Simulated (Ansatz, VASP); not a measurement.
## InSb: VASP beside Ansatz

File INCAR:

```
PREC     = Accurate       # precision mode
ENCUT    = 520            # plane-wave cutoff, eV
EDIFF    = 1E-6           # SCF threshold, eV
ISMEAR   = -1             # smearing method
SIGMA    = 0.03           # smearing width, eV
LREAL    = F              # projectors in reciprocal space
LASPH    = T              # aspherical terms in the spheres
NELM     = 60             # most SCF steps
ALGO     = Normal         # electronic algorithm
ISIF     = 2              # what is computed and relaxed
LWAVE    = F              # write WAVECAR
LCHARG   = F              # write CHGCAR
NBANDS   = 16             # bands
```

Contents of KPOINTS:

```
regular mesh
0
Gamma
  10 10 10
```

Contents of POSCAR:

```
InSb
1.0
    0.0000000000      3.1419270000      3.2391000000
    3.1419270000      0.0000000000      3.2391000000
    3.1419270000      3.1419270000      0.0000000000
In Sb
1 1
Direct
    0.0000000000      0.0000000000      0.0000000000
    0.7500000000      0.7500000000      0.7500000000
```

Input for Ansatz:

```yaml
crystal:
  lattice:
    - [0.0, 3.141927, 3.2391]
    - [3.141927, 0.0, 3.2391]
    - [3.141927, 3.141927, 0.0]
  atoms:
    - { symbol: In, position: [0.0, 0.0, 0.0] }
    - { symbol: Sb, position: [0.75, 0.75, 0.75] }
kpoints:
  mp_grid: { grid: [10, 10, 10] }
  band_path:
    path:
      - [0.0, 0.0, 0.0]
      - [0.5, 0.0, 0.5]
      - [0.75, 0.25, 0.5]
      - [0.5, 0.5, 0.5]
      - [0.0, 0.0, 0.0]
      - [0.5, 0.5, 0.0]
      - [0.6323875, 0.6323875, 0.264775]
      - [0.3676125, 0.3676125, 0.735225]
      - [0.0, 0.0, 0.0]
    npoints: 5
scf:
  occupations: { method: fermi_dirac, width: 0.03 }
hamiltonian:
  xc: lda
  pseudopotentials: { kind: all_electron, lapw: { basis_error: 0.00025 } }
output:
  forces: true
  stress: true
  eigenvalues: true
```

Change from the starting cell: equal xx and yy strain of -3 %.

Alike in both runs: task single point; functional LDA; k mesh 10 × 10 × 10; occupations fermi-dirac, width 0.03 eV; no spin polarisation.

```csv
,VASP,Ansatz
version,VASP 6.6.1,Ansatz 0.2.0
potentials or method,"VASP PAW LDA potentials, release 64 (In_d, Sb)","all-electron LAPW, scalar-relativistic"
plane-wave cutoff (eV),520,see its input
```

```tsv
	VASP	Ansatz	Ansatz less VASP
pressure (GPa)	2.6	2.5	-0.10
largest component of the traceless stress (GPa)	0.62	0.62	-0.001
```

Ansatz ran all-electron here, so the differences hold the error of VASP's frozen core and of both bases.

The runs have no spin-orbit coupling, so splittings on Sb are missing.
